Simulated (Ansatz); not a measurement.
# Mo: the cost of one run

Program: Ansatz 0.2.0. Level of theory: DFT PBE, scalar-relativistic, plane waves, PAW. These are calculated values, not measurements.

The COD entry's cell or inner coordinates are ideal or old and differ from later refinements, so a difference from it is no clean test against experiment.

2 further runs of the same task are left out: 2 set aside as unsound or not needed.

**1. The structure to begin with**

It takes space group Im-3m (No. 229, cubic). The conventional cell has a = 3.160 Å, b = 3.160 Å, c = 3.160 Å, α = 90.00°, β = 90.00°, γ = 90.00°. Mo (site symmetry m-3m) is surrounded by 8 Mo at 2.74 Å.

Coordinates:

```cif
data_structure
_symmetry_space_group_name_H-M 'P 1'
_symmetry_Int_Tables_number 1
_cell_length_a 2.7370
_cell_length_b 2.7370
_cell_length_c 2.7370
_cell_angle_alpha 109.471
_cell_angle_beta 109.471
_cell_angle_gamma 109.471
_cell_volume 15.78
loop_
_atom_site_label
_atom_site_type_symbol
_atom_site_fract_x
_atom_site_fract_y
_atom_site_fract_z
_atom_site_occupancy
Mo1 Mo 0.00000 0.00000 0.00000 1
```

This cell was relaxed beforehand with the same method: volume 15.78 Å³/atom, gap on the mesh none (metal).

**2. The scan**

Rigid slide and opening across a plane, one cut a cell; the plane is (0 1 1) of the conventional cell.

The axes are (1) slide along a1 − a2 (4.470 Å): 6 values from 0.000 to 0.833, periodic; (2) opening across the cut: 5 values from −0.25 to 2.20 Å.

Nothing else is relaxed (rigid halves). Energies count from the perfect crystal. Points are written as (first, second).

**3. The run at (0.333, −0.25 Å)**

File input.yaml:

```yaml
crystal:
  lattice:
    - [-1.5802339368, 1.5802339368, -1.5802339368]
    - [-1.5802339368, -1.5802339368, 1.5802339368]
    - [0.0, 7.1976483431, 5.0906697607]
  atoms:
    - { symbol: Mo, position: [-0.3000583553, 0.3000583553, 0.9001750658] }
    - { symbol: Mo, position: [0.4571345207, 0.5428654793, 0.128596438] }
    - { symbol: Mo, position: [-0.128596438, 0.128596438, 0.3857893139] }
    - { symbol: Mo, position: [0.2856726034, 0.7143273966, 0.6429821899] }
basis:
  ecutwfc: 420
kpoints:
  mp_grid: { grid: [17, 17, 5] }
hamiltonian:
  xc: pbe
  pseudopotentials: { kind: paw, azcp: { folder: soft_1 } }
scf:
  occupations: { method: gaussian, width: 0.15 }
output:
  forces: true
  stress: true
  eigenvalues: true
```

On the command line:

```bash
$ ansatz run input.yaml --threads 2 --pin off --max-ram 4096MiB --backend cpu --events-out ev --progress --plain --runs-dir out
```

**Question.** How long does this run take on 2 threads of Arm Neoverse N1, shared host, and how much memory does it need?

About 39 s, with a peak of 0.74 GiB.
